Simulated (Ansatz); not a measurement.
# Convergence study of Ti, part 2 of 2

Wanted: the cost and the effect of other mixers, smearings and limits on one cell of Ti. Ti is taken in the deposited crystal structure (space group P6_3/mmc), 2 atoms in the cell. Source: COD entry 9008517.

Ansatz 0.2.0; DFT r2SCAN, PAW, plane waves, scalar-relativistic. Earlier steps stand in the parts before.

## Step 6: Broyden, β 0.3, preconditioner Resta

input.yaml

```yaml
crystal:
  lattice:
    - [2.94999786, 0.0, 0.0]
    - [-1.47499893, 2.55477309, 0.0]
    - [0.0, 0.0, 4.686]
  atoms:
    - { symbol: Ti, position: [0.33333333, 0.66666667, 0.25] }
    - { symbol: Ti, position: [0.66666667, 0.33333333, 0.75] }
hamiltonian:
  xc: r2scan
  pseudopotentials: { kind: paw }
basis:
  ecutwfc: 500
kpoints:
  mp_grid: { grid: [11, 11, 6] }
scf:
  occupations: { method: fermi_dirac, width: 0.1 }
  lower_state_search: "off"
  algorithm: density_mixing
  max_iter: 80
  mixing: { algorithm: broyden, beta: 0.3, preconditioner: resta }
output:
  forces: true
  stress: true
```

On the command line:

```
$ ansatz run input.yaml --threads 2 --pin off --max-ram 5120MiB --backend cpu --events-out ev --progress --plain --runs-dir out
```

The program printed:

```text
[... 22 lines as in an earlier run ...]
SCF iter   1: F=-5008.714883 eV  HF=-5008.725849 eV  |F-HF|=1.10e-2  |Δ(HF+E_count)|=         —  Δρ=1.64e-2  dr2=8.58e-2  dr2_τ=1.47e-2  ethr=1.77e-3  ⟨swp⟩=3.5  Hψ=4478  notcnv=0
preconditioner: resta → none: no Penn estimate of ε∞ (the spectrum reads as a metal's), so the residual is mixed unfiltered; type scf.mixing.eps_inf to filter at a value of your own  [metal: Δε(μ)=0.033 eV  Ē_g=3.112 eV  σ=0.100 eV  W_gap=0.08  ℏωp=17.7 eV]
SCF iter   2: F=-5008.761777 eV  HF=-5008.763600 eV  |F-HF|=1.82e-3  |Δ(HF+E_count)|=   3.78e-2  Δρ=5.81e-3  dr2=7.91e-3  dr2_τ=8.83e-4  ethr=3.58e-4  ⟨swp⟩=3.0  Hψ=2693  notcnv=0  κ⁻¹=1.0e0(r=1)
SCF iter   3: F=-5008.764811 eV  HF=-5008.763375 eV  |F-HF|=1.44e-3  |Δ(HF+E_count)|=   2.26e-4  Δρ=2.88e-3  dr2=1.02e-3  dr2_τ=2.95e-4  ethr=3.30e-5  ⟨swp⟩=2.8  Hψ=2144  notcnv=0  κ⁻¹=4.2e-2(r=2)
SCF iter   4: F=-5008.764925 eV  HF=-5008.764246 eV  |F-HF|=6.79e-4  |Δ(HF+E_count)|=   8.72e-4  Δρ=1.88e-3  dr2=4.22e-4  dr2_τ=1.26e-4  ethr=4.26e-6  ⟨swp⟩=1.2  Hψ=1402  notcnv=0  κ⁻¹=2.0e-3(r=3)
SCF iter   5: F=-5008.764993 eV  HF=-5008.764990 eV  |F-HF|=2.84e-6  |Δ(HF+E_count)|=   7.44e-4  Δρ=2.75e-4  dr2=1.17e-5  dr2_τ=1.26e-6  ethr=1.76e-6  ⟨swp⟩=2.2  Hψ=1929  notcnv=0  κ⁻¹=4.9e-5(r=4)
SCF iter   6: F=-5008.764992 eV  HF=-5008.764992 eV  |F-HF|=7.61e-7  |Δ(HF+E_count)|=   2.55e-6  Δρ=9.31e-5  dr2=1.61e-6  dr2_τ=7.23e-8  ethr=4.85e-8  ⟨swp⟩=2.3  Hψ=1475  notcnv=0  κ⁻¹=2.2e-5(r=5)
SCF iter   7: F=-5008.764992 eV  HF=-5008.764992 eV  |F-HF|=2.80e-8  |Δ(HF+E_count)|=   4.58e-7  Δρ=1.43e-5  dr2=2.71e-8  dr2_τ=8.00e-9  ethr=4.17e-10  ⟨swp⟩=2.1  Hψ=3897  notcnv=0
SCF 1 converged in 7 iterations: F = -5008.764992 eV  dr2 = 2.71e-8
SCF converged after 7 iterations
Stability not checked: this state was not tested for a lower state beside it, because the mixer in use, unlike msr1, does not test its closes by its own steps (another_mixer; see scf.mixing.algorithm and scf.lower_state_search)
Free energy (F): -5008.764992 eV
Harris-Foulkes:  -5008.764992 eV  (|F-HF|=2.80e-8)
Internal energy: -5008.697479 eV  (E = F + TS)
E sigma→0 (E₀):  -5008.731235 eV
Entropy (-TS):   -0.067513 eV (-33.757 meV/atom)
Fermi energy:    13.134843 eV
[... 26 lines left out: energy terms, forces, stress ...]
```

Wall time 2.9 s (2 threads of Arm Neoverse V1, shared host); peak memory 0.41 GiB.

Compared with step 2: the same free energy; 7 iterations in place of 6.

The log resolves the Resta preconditioner to none for this spectrum, so the residual was mixed unfiltered.

## Step 7: Linear mixing, β 0.7, Kerker

input.yaml, as its differences from that of step 6:

```diff
@@ -20,3 +20,3 @@
   max_iter: 80
-  mixing: { algorithm: broyden, beta: 0.3, preconditioner: resta }
+  mixing: { algorithm: anderson, ndim: 1, beta: 0.7, preconditioner: kerker }
 output:
```

On the command line:

```
$ ansatz run input.yaml --threads 2 --pin off --max-ram 5120MiB --backend cpu --events-out ev --progress --plain --runs-dir out
```

The program printed:

```text
[... 22 lines as in an earlier run ...]
SCF iter   1: F=-5008.714883 eV  HF=-5008.725849 eV  |F-HF|=1.10e-2  |Δ(HF+E_count)|=         —  Δρ=1.64e-2  dr2=8.58e-2  dr2_τ=1.47e-2  ethr=1.77e-3  ⟨swp⟩=3.5  Hψ=4478  notcnv=0
SCF iter   2: F=-5008.764488 eV  HF=-5008.763007 eV  |F-HF|=1.48e-3  |Δ(HF+E_count)|=   3.72e-2  Δρ=4.04e-3  dr2=2.78e-3  dr2_τ=1.41e-3  ethr=3.58e-4  ⟨swp⟩=2.2  Hψ=2637  notcnv=0
SCF iter   3: F=-5008.764864 eV  HF=-5008.764381 eV  |F-HF|=4.83e-4  |Δ(HF+E_count)|=   1.37e-3  Δρ=1.83e-3  dr2=8.07e-4  dr2_τ=9.25e-5  ethr=1.16e-5  ⟨swp⟩=2.5  Hψ=2216  notcnv=0
SCF iter   4: F=-5008.764972 eV  HF=-5008.764844 eV  |F-HF|=1.28e-4  |Δ(HF+E_count)|=   4.63e-4  Δρ=9.68e-4  dr2=2.10e-4  dr2_τ=1.58e-5  ethr=3.36e-6  ⟨swp⟩=2.0  Hψ=1516  notcnv=0
[... 4 lines left out ...]
SCF iter   9: F=-5008.764992 eV  HF=-5008.764992 eV  |F-HF|=1.93e-7  |Δ(HF+E_count)|=   5.71e-7  Δρ=4.58e-5  dr2=5.40e-7  dr2_τ=2.12e-8  ethr=7.28e-9  ⟨swp⟩=1.0  Hψ=1024  notcnv=0
SCF iter  10: F=-5008.764992 eV  HF=-5008.764992 eV  |F-HF|=5.73e-8  |Δ(HF+E_count)|=   1.64e-7  Δρ=2.53e-5  dr2=1.67e-7  dr2_τ=5.90e-9  ethr=2.25e-9  ⟨swp⟩=1.0  Hψ=1024  notcnv=0
SCF iter  11: F=-5008.764992 eV  HF=-5008.764992 eV  |F-HF|=1.75e-8  |Δ(HF+E_count)|=   4.86e-8  Δρ=1.41e-5  dr2=5.19e-8  dr2_τ=1.68e-9  ethr=4.17e-10  ⟨swp⟩=3.0  Hψ=2849  notcnv=0
SCF 1 converged in 11 iterations: F = -5008.764992 eV  dr2 = 5.19e-8
SCF converged after 11 iterations
[... 1 line as in an earlier run ...]
Free energy (F): -5008.764992 eV
Harris-Foulkes:  -5008.764992 eV  (|F-HF|=1.75e-8)
Internal energy: -5008.697477 eV  (E = F + TS)
E sigma→0 (E₀):  -5008.731235 eV
Entropy (-TS):   -0.067515 eV (-33.757 meV/atom)
Fermi energy:    13.134814 eV
[... 26 lines left out: energy terms, forces, stress ...]
```

It took 3.4 s on 2 threads of Arm Neoverse V1, shared host; peak memory 0.4 GiB.

It takes 11 iterations (default 6). Against the default run: the same free energy.

## Step 8: Anderson, β 0.8, history 4, no preconditioner

input.yaml, as its differences from that of step 7:

```diff
@@ -20,3 +20,3 @@
   max_iter: 80
-  mixing: { algorithm: anderson, ndim: 1, beta: 0.7, preconditioner: kerker }
+  mixing: { algorithm: anderson, ndim: 4, beta: 0.8, preconditioner: none }
 output:
```

On the command line:

```
$ ansatz run input.yaml --threads 2 --pin off --max-ram 5120MiB --backend cpu --events-out ev --progress --plain --runs-dir out
```

The program printed:

```text
[... 22 lines as in an earlier run ...]
SCF iter   1: F=-5008.714883 eV  HF=-5008.725849 eV  |F-HF|=1.10e-2  |Δ(HF+E_count)|=         —  Δρ=1.64e-2  dr2=8.58e-2  dr2_τ=1.47e-2  ethr=1.77e-3  ⟨swp⟩=3.5  Hψ=4478  notcnv=0
SCF iter   2: F=-5008.717892 eV  HF=-5008.794726 eV  |F-HF|=7.68e-2  |Δ(HF+E_count)|=   6.89e-2  Δρ=1.64e-2  dr2=8.53e-2  dr2_τ=5.54e-3  ethr=3.58e-4  ⟨swp⟩=4.4  Hψ=8698  notcnv=0  κ⁻¹=1.0e0(r=1)
automatic band count: the SCF goes on with 20 bands, as 16 were too few: the levels above may hold too much charge
SCF iter   3: F=-5008.764857 eV  HF=-5008.764683 eV  |F-HF|=1.74e-4  |Δ(HF+E_count)|=   3.00e-2  Δρ=1.41e-3  dr2=4.40e-4  dr2_τ=3.24e-5  ethr=3.55e-4  ⟨swp⟩=3.0  Hψ=3295  notcnv=0  defer=12  κ⁻¹=6.1e-2(r=2)
SCF iter   4: F=-5008.764992 eV  HF=-5008.764980 eV  |F-HF|=1.20e-5  |Δ(HF+E_count)|=   2.97e-4  Δρ=2.60e-4  dr2=9.78e-6  dr2_τ=1.89e-6  ethr=1.83e-6  ⟨swp⟩=3.0  Hψ=2496  notcnv=0  defer=12  κ⁻¹=8.4e-4(r=3)
SCF iter   5: F=-5008.764992 eV  HF=-5008.764992 eV  |F-HF|=4.85e-8  |Δ(HF+E_count)|=   1.22e-5  Δρ=2.36e-5  dr2=1.18e-7  dr2_τ=2.01e-8  ethr=4.07e-8  ⟨swp⟩=2.7  Hψ=2104  notcnv=0  defer=12  κ⁻¹=3.5e-5(r=3)
SCF iter   6: F=-5008.764992 eV  HF=-5008.764992 eV  |F-HF|=1.37e-9  |Δ(HF+E_count)|=   1.76e-8  Δρ=2.40e-6  dr2=6.16e-10  dr2_τ=1.37e-10  ethr=4.17e-10  ⟨swp⟩=3.8  Hψ=3252  notcnv=0
SCF 1 converged in 6 iterations: F = -5008.764992 eV  dr2 = 6.16e-10
SCF converged after 6 iterations
[... 1 line as in an earlier run ...]
Free energy (F): -5008.764992 eV
Harris-Foulkes:  -5008.764992 eV  (|F-HF|=1.37e-9)
Internal energy: -5008.697478 eV  (E = F + TS)
E sigma→0 (E₀):  -5008.731235 eV
Entropy (-TS):   -0.067514 eV (-33.757 meV/atom)
Fermi energy:    13.134800 eV
[... 26 lines left out: energy terms, forces, stress ...]
```

It took 3.4 s on 2 threads of Arm Neoverse V1, shared host; peak memory 0.43 GiB.

The count stays at 6. Against the default run: the same free energy.

## Step 9: Anderson, β 1.0, history 12, no preconditioner

input.yaml, as its differences from that of step 8:

```diff
@@ -20,3 +20,3 @@
   max_iter: 80
-  mixing: { algorithm: anderson, ndim: 4, beta: 0.8, preconditioner: none }
+  mixing: { algorithm: anderson, ndim: 12, beta: 1.0, preconditioner: none }
 output:
```

On the command line:

```
$ ansatz run input.yaml --threads 2 --pin off --max-ram 5120MiB --backend cpu --events-out ev --progress --plain --runs-dir out
```

The program printed:

```text
[... 22 lines as in an earlier run ...]
SCF iter   1: F=-5008.714883 eV  HF=-5008.725849 eV  |F-HF|=1.10e-2  |Δ(HF+E_count)|=         —  Δρ=1.64e-2  dr2=8.58e-2  dr2_τ=1.47e-2  ethr=1.77e-3  ⟨swp⟩=3.5  Hψ=4478  notcnv=0
SCF iter   2: F=-5008.658099 eV  HF=-5008.833354 eV  |F-HF|=1.75e-1  |Δ(HF+E_count)|=   1.08e-1  Δρ=2.44e-2  dr2=1.92e-1  dr2_τ=9.38e-3  ethr=3.58e-4  ⟨swp⟩=4.4  Hψ=8694  notcnv=0  κ⁻¹=1.0e0(r=1)
automatic band count: the SCF goes on with 20 bands, as 16 were too few: the levels above may hold too much charge
SCF iter   3: F=-5008.764773 eV  HF=-5008.765006 eV  |F-HF|=2.33e-4  |Δ(HF+E_count)|=   6.83e-2  Δρ=1.31e-3  dr2=5.48e-4  dr2_τ=2.29e-5  ethr=3.58e-4  ⟨swp⟩=2.0  Hψ=3165  notcnv=0  defer=11  κ⁻¹=5.1e-2(r=2)
SCF iter   4: F=-5008.764991 eV  HF=-5008.765000 eV  |F-HF|=9.72e-6  |Δ(HF+E_count)|=   5.76e-6  Δρ=2.80e-4  dr2=1.59e-5  dr2_τ=1.30e-6  ethr=2.28e-6  ⟨swp⟩=2.9  Hψ=2511  notcnv=0  defer=11  κ⁻¹=8.2e-4(r=3)
SCF iter   5: F=-5008.764992 eV  HF=-5008.764992 eV  |F-HF|=3.93e-7  |Δ(HF+E_count)|=   8.14e-6  Δρ=5.41e-5  dr2=5.89e-7  dr2_τ=5.30e-8  ethr=6.61e-8  ⟨swp⟩=2.5  Hψ=2079  notcnv=0  defer=11  κ⁻¹=4.6e-5(r=4)
SCF iter   6: F=-5008.764992 eV  HF=-5008.764992 eV  |F-HF|=2.36e-9  |Δ(HF+E_count)|=   2.22e-7  Δρ=3.70e-6  dr2=3.92e-9  dr2_τ=1.98e-10  ethr=4.17e-10  ⟨swp⟩=4.0  Hψ=3384  notcnv=0
SCF 1 converged in 6 iterations: F = -5008.764992 eV  dr2 = 3.92e-9
SCF converged after 6 iterations
[... 1 line as in an earlier run ...]
Free energy (F): -5008.764992 eV
Harris-Foulkes:  -5008.764992 eV  (|F-HF|=2.36e-9)
Internal energy: -5008.697477 eV  (E = F + TS)
E sigma→0 (E₀):  -5008.731235 eV
Entropy (-TS):   -0.067515 eV (-33.757 meV/atom)
Fermi energy:    13.134761 eV
[... 26 lines left out: energy terms, forces, stress ...]
```

Wall time 3.4 s (2 threads of Arm Neoverse V1, shared host); peak memory 0.43 GiB.

The count stays at 6. Against the default run: the same free energy.

## Step 10: Fermi–Dirac width 0.01 eV, no switch to direct minimisation

input.yaml, as its differences from that of step 9:

```diff
@@ -16,3 +16,3 @@
 scf:
-  occupations: { method: fermi_dirac, width: 0.1 }
+  occupations: { method: fermi_dirac, width: 0.01 }
   lower_state_search: "off"
@@ -20,3 +20,3 @@
   max_iter: 80
-  mixing: { algorithm: anderson, ndim: 12, beta: 1.0, preconditioner: none }
+  mixing: {}
 output:
```

On the command line:

```
$ ansatz run input.yaml --threads 2 --pin off --max-ram 5120MiB --backend cpu --events-out ev --progress --plain --runs-dir out
```

The program printed:

```text
[... 22 lines as in an earlier run ...]
SCF iter   1: F=-5008.679070 eV  HF=-5008.694095 eV  |F-HF|=1.50e-2  |Δ(HF+E_count)|=         —  Δρ=1.70e-2  dr2=9.23e-2  dr2_τ=1.49e-2  ethr=1.77e-3  ⟨swp⟩=4.2  Hψ=4390  notcnv=0
preconditioner: auto → none  [metal: Δε(μ)=0.021 eV  Ē_g=3.109 eV  σ=0.010 eV  W_gap=0.48  n_scr=8 (ndim 8)  ℏωp=17.7 eV  f_vac=0.000  D(μ)=2.20/eV (n_scr^D=22)  sad-step TF]
SCF iter   2: F=-5008.728181 eV  HF=-5008.731293 eV  |F-HF|=3.11e-3  |Δ(HF+E_count)|=   3.72e-2  Δρ=5.94e-3  dr2=1.11e-2  dr2_τ=8.68e-4  ethr=3.85e-4  ⟨swp⟩=3.0  Hψ=2704  notcnv=0  defer=7
SCF iter   3: F=-5008.731960 eV  HF=-5008.731416 eV  |F-HF|=5.43e-4  |Δ(HF+E_count)|=   1.23e-4  Δρ=1.60e-3  dr2=3.84e-4  dr2_τ=1.05e-4  ethr=4.61e-5  ⟨swp⟩=2.9  Hψ=2196  notcnv=0  defer=7
SCF iter   4: F=-5008.732030 eV  HF=-5008.732001 eV  |F-HF|=2.94e-5  |Δ(HF+E_count)|=   5.85e-4  Δρ=3.56e-4  dr2=1.88e-5  dr2_τ=2.29e-6  ethr=1.60e-6  ⟨swp⟩=2.0  Hψ=2135  notcnv=0  defer=7
SCF iter   5: F=-5008.732032 eV  HF=-5008.732032 eV  |F-HF|=2.52e-8  |Δ(HF+E_count)|=   3.06e-5  Δρ=1.79e-5  dr2=5.24e-8  dr2_τ=7.84e-9  ethr=7.83e-8  ⟨swp⟩=2.0  Hψ=1791  notcnv=0  defer=7
SCF iter   6: F=-5008.732032 eV  HF=-5008.732032 eV  |F-HF|=1.10e-9  |Δ(HF+E_count)|=   1.42e-8  Δρ=3.59e-6  dr2=2.87e-9  dr2_τ=1.75e-10  ethr=2.18e-10  ⟨swp⟩=2.0  Hψ=3594  notcnv=0
SCF 1 converged in 6 iterations: F = -5008.732032 eV  dr2 = 2.87e-9
SCF converged after 6 iterations
Free energy (F): -5008.732032 eV
Harris-Foulkes:  -5008.732032 eV  (|F-HF|=1.10e-9)
Internal energy: -5008.731044 eV  (E = F + TS)
E sigma→0 (E₀):  -5008.731538 eV
Entropy (-TS):   -0.000987 eV (-0.494 meV/atom)
Fermi energy:    13.154333 eV
--- Per-component energies (eV) ---
  E_band       = -348.300061
  E_kinetic    = 543.698635
  E_local      = -1636.528823  (includes V_loc(G=0)·N_el)
  E_nonlocal   = 14.340198
  E_hartree    = 668.295224
  E_xc         = -185.372411
  E_vxc        = -264.917637  (∫ρ·V_xc dr)
  E_paw        = -2113.135854  (= ΣΔE_a)
  E_vpaw       = -359.697741  (= ΣTr[D̂ρ^β])
  E_aug_tail   = 0.000170  (compensation charges beyond the density's cutoff)
  E_vtau       = 18.212320  (kinetic-family band-sum trace: ∫τ·v_τ [+ j·A + Jᵃ·Aᵃ] dr)
  E_ewald      = -2299.521270
  E_core_change = -0.506914  (= ΣΔE_core)
  E_smearing   = -0.000987  (= −TS)
  E_closure    = -0.000000  (closes the sum)
  Σ components = -5008.732032   (vs F -5008.732032, Δ=0.00e0)
--- Forces (eV/Å), atoms counted from 1 ---
  atom   1  Ti    -0.00000000     0.00000000     0.00000000
  atom   2  Ti    -0.00000000    -0.00000000     0.00000000
  max |Σ_I F_I| component: 1.11e-16 eV/Å
--- Stress (GPa, compression-positive) ---
       -2.016241       0.000000       0.000000
        0.000000      -2.016241       0.000000
        0.000000       0.000000      -2.511870
  P = ⅓ Tr σ = -2.1815 GPa (-21.815 kbar)
```

Run time: 2.7 s. Hardware: 2 threads of Arm Neoverse V1, shared host; peak memory 0.41 GiB.

The count stays at 6. Against the default run: free energy shifted by +16.5 meV/atom, zero-width estimate shifted by -0.2 meV/atom, pressure -2.2 GPa against -2.1.

## Step 11: The runs side by side

```tsv
step	settings	iterations	time	against the default run
2	default SCF settings	6	3.4 s	reference
3	cutoff 700 eV	6	4.8 s	free energy shifted by -2.9 meV/atom
4	fixed occupations	6	3 s	free energy shifted by +66.0 meV/atom, zero-width estimate shifted by +49.1 meV/atom, but the bands overlap, so whole fillings don't suit this cell, pressure -2.3 GPa against -2.1
5	direct minimisation	5	8.7 s	the same free energy
6	Broyden, β 0.3, preconditioner Resta	7	2.9 s	the same free energy
7	linear mixing, β 0.7, Kerker	11	3.4 s	the same free energy
8	Anderson, β 0.8, history 4, no preconditioner	6	3.4 s	the same free energy
9	Anderson, β 1.0, history 12, no preconditioner	6	3.4 s	the same free energy
10	Fermi–Dirac width 0.01 eV, no switch to direct minimisation	6	2.7 s	free energy shifted by +16.5 meV/atom, zero-width estimate shifted by -0.2 meV/atom, pressure -2.2 GPa against -2.1
```

Decimal logarithm of the largest residual (eV) by iteration, counted through all cycles of a run (8 of the 9 runs):

```tsv
iteration	step 2	step 3	step 4	step 5	step 6	step 7	step 8	step 9
1	-1.1	-1.1	-1.1	-1.1	-1.1	-1.1	-1.1	-1.1
2	-2.0	-2.0	-2.3	-1.0	-2.1	-2.6	-1.1	-0.7
3	-3.4	-3.4	-3.1	-1.3	-3.0	-3.1	-3.4	-3.3
4	-4.8	-4.7	-5.1	-5.7	-3.4	-3.7	-5.0	-4.8
5	-7.0	-7.0	-6.9	-8.4	-4.9	-4.2	-6.9	-6.2
6	-8.3	-8.3	-8.3	-	-5.8	-4.7	-9.2	-8.4
7	-	-	-	-	-7.6	-5.2	-	-
8	-	-	-	-	-	-5.8	-	-
9	-	-	-	-	-	-6.3	-	-
10	-	-	-	-	-	-6.8	-	-
11	-	-	-	-	-	-7.3	-	-
```

## Step 12: Outcome

The summary covers parts 1 to 2.

```
                                                                                             quantity                                    value
                                                                                          default run  6 iterations, with no gap on the k-mesh
fewest iterations to that state among the runs shown (an iteration of direct minimisation costs more)                  5 (direct minimisation)
                                                                                most iterations to it        11 (linear mixing, β 0.7, Kerker)
                                          runs that end in another state, among changes of path alone                                        0
                               largest shift of the free energy by occupations, cutoff, mesh or field       +66.0 meV/atom (fixed occupations)
```

What this shows: The default and the runs that change only the path, 6 in all, end in one state, in 5 to 11 iterations. Occupations, cutoff, mesh and fields change the problem that is solved, not just the path; the largest shift here is that of “fixed occupations”. Counts include iterations that the program adds to test a close, so a difference of one or two ranks nothing. The starting density is a sum of atomic densities corrected by a trained network, so it is already close to self-consistency.
